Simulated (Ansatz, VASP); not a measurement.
# Cross-check of Ta2O5 between VASP and Ansatz

One calculation is typed for both programs; each brings its own data sets. How far apart do they land? The cell is taken from a series of runs on this material, whose earlier steps may have relaxed, scaled, displaced or heated it; both programs get it as it stands.

Calculated with Ansatz 0.2.0; plane waves, with VASP 6.6.1 beside it; single point at HSE06 with D3(BJ).

### Step 1. Starting point

Symmetry: I4/mmm, No. 139, tetragonal system. The conventional cell has a = 5.244 Å, b = 5.244 Å, c = 9.525 Å, α = 90.00°, β = 90.00°, γ = 90.00°. Nearest to Ta lie 5 O at 1.88 to 1.92 Å. O has 2 Ta at 1.88 Å nearest. Nearest to O lie 2 Ta at 1.92 Å. Farther neighbours and most contacts between anions are not listed.

Structure file:

```xyz
7
Lattice="-2.6222 2.6222 4.7625 2.6222 -2.6222 4.7625 2.6222 2.6222 -4.7625" Properties=species:S:1:pos:R:3 pbc="T T T"
Ta    0.0000    0.0000    1.8809
Ta    0.0000    0.0000    7.6442
O     0.0000    0.0000    0.0000
O    -1.3111    1.3111    2.3813
O     1.3111   -1.3111    2.3813
O     1.3111    1.3111   -2.3813
O     1.3111    1.3111    2.3813
```

### Step 2. VASP: single point, HSE06 with D3(BJ)

With cell and atoms fixed, the geometry can't cause a difference; cores, projectors, grids and the points listed under the comparison can.

Lines of VASP's logs that name or quote its potential files are left out, and so is its time.

The run reads the wave functions of an earlier VASP run, which isn't shown here.

Input file INCAR:

```
SYSTEM = Ta2O5
PREC = Accurate
ENCUT = 520
EDIFF = 1E-06
NELM = 100
ISMEAR = 0
SIGMA = 0.01
LREAL = .FALSE.
ALGO = Normal
LHFCALC = .TRUE.
AEXX = 0.25
GGA = PE
HFSCREEN = 0.208
IVDW = 12
VDW_S6 = 1
VDW_S8 = 2.31
VDW_A1 = 0.383
VDW_A2 = 5.685
LASPH = .TRUE.
NBANDS = 33
PRECFOCK = Fast
LORBIT = 11
LWAVE = .FALSE.
LCHARG = .FALSE.
KPAR = 8
NCORE = 2
ISIF = 2
```

Input file POSCAR:

```
Ta2O5
1.0
   -2.6221613017      2.6221613017      4.7625340212
    2.6221613017     -2.6221613017      4.7625340212
    2.6221613017      2.6221613017     -4.7625340212
Ta O
2 5
Direct
    0.1974702094      0.1974702094      0.0000000000
    0.8025297906      0.8025297906      0.0000000000
    0.0000000000      0.0000000000      0.0000000000
    0.5000000000      0.0000000000      0.0000000000
    0.0000000000      0.5000000000      0.0000000000
    0.0000000000      0.0000000000      0.5000000000
    0.5000000000      0.5000000000      0.5000000000
```

Input file KPOINTS:

```
Automatic mesh
0
Gamma
4 4 4
0 0 0
```

Potentials, in the order of the species: Ta_pv and O (PBE family, release 64).

On the command line:

```sh
$ mpirun -np 16 vasp_std
```

Numbers of over 12 decimals in the logs are rounded to 6 here.

Log:

```text
[banner, memory and clock lines left out]
running   16 mpi-ranks, on    1 nodes
 distrk:  each k-point on    2 cores,    8 groups
 distr:  one band on    2 cores,    1 groups

 POSCAR found type information on POSCAR TaO
 POSCAR found :  2 types and       7 ions
 LDA part: xc-table for (Slater+PW92), standard interpolation
 found WAVECAR, reading the header
 POSCAR, INCAR and KPOINTS ok, starting setup
 FFT: planning ... GRIDC
 FFT: planning ... GRID_SOFT
 FFT: planning ... GRID
 reading WAVECAR
 the WAVECAR file was read successfully
 initial charge from wavefunction
 entering main loop
       N       E                     dE             d eps       ncg     rms          rms(c)
DAV:   1    -0.817915912514E+02   -0.81792E+02   -0.15509E+00  1005   0.955E+00    0.366E+00
DAV:   2    -0.817432891515E+02    0.48302E-01   -0.20882E-01   995   0.388E+00    0.174E+00
DAV:   3    -0.817367431697E+02    0.65460E-02   -0.47033E-02  1046   0.144E+00    0.768E-01
DAV:   4    -0.817346728962E+02    0.20703E-02   -0.63806E-03  1034   0.521E-01    0.377E-01
DAV:   5    -0.817341254087E+02    0.54749E-03   -0.25510E-03  1040   0.282E-01    0.184E-01
DAV:   6    -0.817340618178E+02    0.63591E-04   -0.15659E-04  1057   0.900E-02    0.938E-02
DAV:   7    -0.817340298765E+02    0.31941E-04   -0.47200E-05  1084   0.463E-02    0.515E-02
DAV:   8    -0.817340269567E+02    0.29199E-05   -0.10209E-05  1074   0.223E-02    0.309E-02
DAV:   9    -0.817340260469E+02    0.90979E-06   -0.22520E-06   785   0.128E-02
   1 F= -.82847724E+02 E0= -.82847724E+02  d E =-.100217E-23
```

From OUTCAR (step 2):

```text
ion  position               nearest neighbor table
   1  0.197  0.197  0.000-   3 1.88   4 1.92   5 1.92   7 1.92   6 1.92
   2  0.803  0.803  0.000-   3 1.88   4 1.92   5 1.92   6 1.92   7 1.92
   3  0.000  0.000  0.000-   1 1.88   2 1.88
   4  0.500  0.000  0.000-   1 1.92   2 1.92
   5  0.000  0.500  0.000-   1 1.92   2 1.92
   6  0.000  0.000  0.500-   1 1.92   2 1.92
   7  0.500  0.500  0.500-   2 1.92   1 1.92

  LATTYP: Found a body centered tetragonal cell.
 ALAT       =     5.2443226034
 C/A-ratio  =     1.8162627975

 Subroutine GETGRP returns: Found 16 space group operations
 (whereof 16 operations were pure point group operations)

The static configuration has the point symmetry D_4h.

 Found     13 irreducible k-points:

   k-points           NKPTS =     13   k-points in BZ     NKDIM =     64   number of bands    NBANDS=     33

   dimension x,y,z NGX =    48 NGY =   48 NGZ =   48
   dimension x,y,z NGXF=    96 NGYF=   96 NGZF=   96

   ENCUT  =  520.0 eV  38.22 Ry    6.18 a.u.  11.22 11.22 11.22*2*pi/ulx,y,z

   NELECT =      52.0000    total number of electrons

 k-points in reciprocal lattice and weights: Automatic mesh
   0.00000000  0.00000000  0.00000000       0.016
   0.25000000  0.00000000 -0.00000000       0.125
   0.50000000  0.00000000 -0.00000000       0.062
   0.25000000  0.25000000 -0.00000000       0.125
   0.50000000  0.25000000 -0.00000000       0.250
  -0.25000000  0.25000000  0.00000000       0.062
   0.50000000  0.50000000 -0.00000000       0.031
   0.25000000  0.25000000  0.25000000       0.031
  -0.25000000  0.25000000  0.25000000       0.062
   0.50000000  0.50000000  0.25000000       0.062
  -0.25000000  0.50000000  0.25000000       0.125
  -0.25000000 -0.25000000  0.25000000       0.031
   0.50000000  0.50000000  0.50000000       0.016

  exchange ACFDT corr.  =         0.00000000  see jH, gK, PRB 81, 115126

 average (electrostatic) potential at core
       1 -38.9808       2 -38.9808       3 -69.8007       4 -68.2757       5 -68.2757
       6 -68.2757       7 -68.2757

 E-fermi :  -1.0410

 k-point     1 :       0.0000    0.0000    0.0000
  band No.  band energies     occupation
    ...
     22      -3.1774      2.00000
     23      -2.5313      2.00000
     24      -2.3073      2.00000
     25      -2.3073      2.00000
     26      -1.1094      2.00000
     27       1.9550      0.00000
     28       2.2786      0.00000
     29       2.2786      0.00000
     30       2.8871      0.00000
     31       4.6229      0.00000
    ...

 k-point     2 :       0.2500    0.0000   -0.0000
  band No.  band energies     occupation
    ...
     22      -3.4983      2.00000
     23      -3.2953      2.00000
     24      -2.9538      2.00000
     25      -2.3147      2.00000
     26      -1.4129      2.00000
     27       2.8287      0.00000
     28       2.9136      0.00000
     29       3.0928      0.00000
     30       3.4800      0.00000
     31       5.2618      0.00000
    ...

 k-point     3 :       0.5000    0.0000   -0.0000
  band No.  band energies     occupation
    ...
     22      -3.8904      2.00000
     23      -3.8393      2.00000
     24      -3.2220      2.00000
     25      -1.9890      2.00000
     26      -1.9618      2.00000
     27       3.4459      0.00000
     28       4.1375      0.00000
     29       4.5512      0.00000
     30       4.6135      0.00000
     31       5.0332      0.00000
    ...

 Edisp (eV)   -1.11370

  Total      -1.25837    -1.25837    -0.97052     0.00000     0.00000     0.00000
  in kB     -15.39231   -15.39231   -11.87133     0.00000     0.00000     0.00000
  external pressure =      -14.22 kB  Pullay stress =        0.00 kB

  energy-cutoff  :      520.00
  volume of cell :      130.98
      direct lattice vectors                 reciprocal lattice vectors
    -2.622161302  2.622161302  4.762534021     0.000000000  0.190682396  0.104986127
     2.622161302 -2.622161302  4.762534021     0.190682396  0.000000000  0.104986127
     2.622161302  2.622161302 -4.762534021     0.190682396  0.190682396  0.000000000

 POSITION                                       TOTAL-FORCE (eV/Angst)
 -----------------------------------------------------------------------------------
      0.00000      0.00000      1.88092        -0.000000     -0.000000      0.058467
      0.00000      0.00000      7.64415        -0.000000     -0.000000     -0.058467
      0.00000      0.00000      0.00000         0.000000      0.000000     -0.000000
     -1.31108      1.31108      2.38127         0.000000      0.000000     -0.000000
      1.31108     -1.31108      2.38127         0.000000      0.000000     -0.000000
      1.31108      1.31108     -2.38127         0.000000      0.000000     -0.000000
      1.31108      1.31108      2.38127         0.000000      0.000000     -0.000000
 -----------------------------------------------------------------------------------
    total drift:                                0.000002     -0.000003     -0.000004

  FREE ENERGIE OF THE ION-ELECTRON SYSTEM (eV)
  ---------------------------------------------------
  free  energy   TOTEN  =       -82.8477237172 eV

  energy  without entropy=      -82.8477237172  energy(sigma->0) =      -82.84772372

 total charge
# of ion       s       p       d       tot
------------------------------------------
    1        0.367   6.370   2.111   8.848
    2        0.367   6.370   2.111   8.848
    3        1.570   3.587   0.000   5.157
    4        1.574   3.568   0.000   5.141
    5        1.574   3.568   0.000   5.141
    6        1.574   3.568   0.000   5.141
    7        1.574   3.568   0.000   5.141
--------------------------------------------------
tot          8.600  30.597   4.222  43.419

[... 3 further parts left out ...]
```

The run ends at a pressure of -1.42 GPa, with forces up to 0.058 eV/Å.

(Part 1 of 2 ends here.)

[Lines on the potential files, build, host, timing and source positions are cut from VASP's logs without a mark.]

[Logs are printed without paths, hosts, clocks, repeated set-up lines and the standing remarks that a program may print on its own settings, such as how far it seeks lower states.]

[Hosts, paths, dates, database ids (printed as entryN), source tags and the programs' standing remarks are cut or masked in the printed files.]
